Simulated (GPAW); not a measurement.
Runs of GPAW 26.7.0 on BN. It takes space group P6_3mc (No. 186, hexagonal). Conventional cell: a = 2.554 Å, b = 2.554 Å, c = 4.227 Å, α = 90.00°, β = 90.00°, γ = 120.00°. Around N (site symmetry 3m) lie 4 B at 1.57 to 1.58 Å. Around B (site symmetry 3m) lie 4 N at 1.57 to 1.58 Å. Measurements of this composition are mostly on another form, of space group No. 194.

| task | level | potentials or basis | cell | k mesh | cutoff (eV) | smearing | maxiter | optimizer | fmax | max steps | target pressure | mesh quality | gap on the mesh (eV) | pressure (GPa) | largest force (eV/Å) |
| --- | --- | --- | --- | --- | --- | --- | --- | --- | --- | --- | --- | --- | --- | --- | --- |
| relaxation of cell and atoms | PBEsol | PAW data sets generated in the run's folder for this functional, pw | relaxed to 5 GPa | 9 × 9 × 5 | 800 | fermi-dirac 0.05 eV | 150 | BFGS | 0.02 eV/Å | 60 | 5 GPa | not flagged | 4.92 | 5.0 | 0.01 |
| single point | PBE | GPAW PAW data sets (gpaw-data 1.2.1), pw | strain = -0.01 | 9 × 9 × 5 | 800 | fermi-dirac 0.05 eV | 150 | - | - | - | - | not flagged | 5.17 | (c) | 0.05 |
| relaxation of cell and atoms | PBEsol | PAW data sets generated in the run's folder for this functional, pw | relaxed to 20 GPa | 9 × 9 × 5 | 800 | fermi-dirac 0.05 eV | 150 | BFGS | 0.02 eV/Å | 60 | 20 GPa | not flagged | 4.84 | 19.9 | 0.01 |
| band structure | r2SCAN | GPAW PAW data sets (gpaw-data 1.2.1), pw | as given | 10 × 10 × 5 | 800 | fermi-dirac 0.05 eV | 150 | - | - | - | - | not flagged | (b) | -5.9 | 0.03 |
| relaxation of cell and atoms | PBEsol | PAW data sets generated in the run's folder for this functional, pw | relaxed | 9 × 9 × 5 | 800 | fermi-dirac 0.05 eV | 150 | BFGS | 0.02 eV/Å | 60 | - | not flagged | 4.96 | 0.1 | 0.02 |
| relaxation of cell and atoms | PBEsol | PAW data sets generated in the run's folder for this functional, pw | relaxed to 2 GPa | 9 × 9 × 5 | 800 | fermi-dirac 0.05 eV | 150 | BFGS | 0.02 eV/Å | 60 | 2 GPa | not flagged | 4.94 | 2.0 | 0.01 |
| single point | PBE | GPAW PAW data sets (gpaw-data 1.2.1), pw | as given | 10 × 10 × 5 | 600 | fermi-dirac 0.05 eV | 120 | - | - | - | - | not flagged | (a) | -12.2 | 0.02 |
| relaxation of cell and atoms | PBEsol | PAW data sets generated in the run's folder for this functional, pw | relaxed to 10 GPa | 9 × 9 × 5 | 800 | fermi-dirac 0.05 eV | 150 | BFGS | 0.02 eV/Å | 60 | 10 GPa | not flagged | 4.90 | 10.0 | 0.01 |
| relaxation of cell and atoms | PBEsol | PAW data sets generated in the run's folder for this functional, pw | relaxed to 30 GPa | 9 × 9 × 5 | 800 | fermi-dirac 0.05 eV | 150 | BFGS | 0.02 eV/Å | 60 | 30 GPa | not flagged | 4.79 | 29.9 | 0.01 |
| single point | TB-mBJ | GPAW PAW data sets for LDA (gpaw-data 1.2.1), pw | as given | 10 × 10 × 6 | 800 | fermi-dirac 0.05 eV | 150 | - | - | - | - | not flagged | 6.95 | - | - |

Alike in all rows: no spin polarisation.

Question: Fill in the values left out.

Answer: (a) 5.38; (b) 5.94; (c) -1.2.

Caveats: an odd mesh through Γ misses points on the zone boundary, where band edges often lie (some runs); later steps reuse the first step's grids (some runs); the PAW data sets were made with another functional, which shifts forces and pressure a little (some runs); the density grid can change from cell to cell, which puts small steps into energies and stress (some runs); the mesh misses the band edges, which the band path finds closer together (some runs); the cutoff is short for stress and forces, so pressures can be off by a GPa or more (some runs); a model potential gives levels but no total energy (some runs).
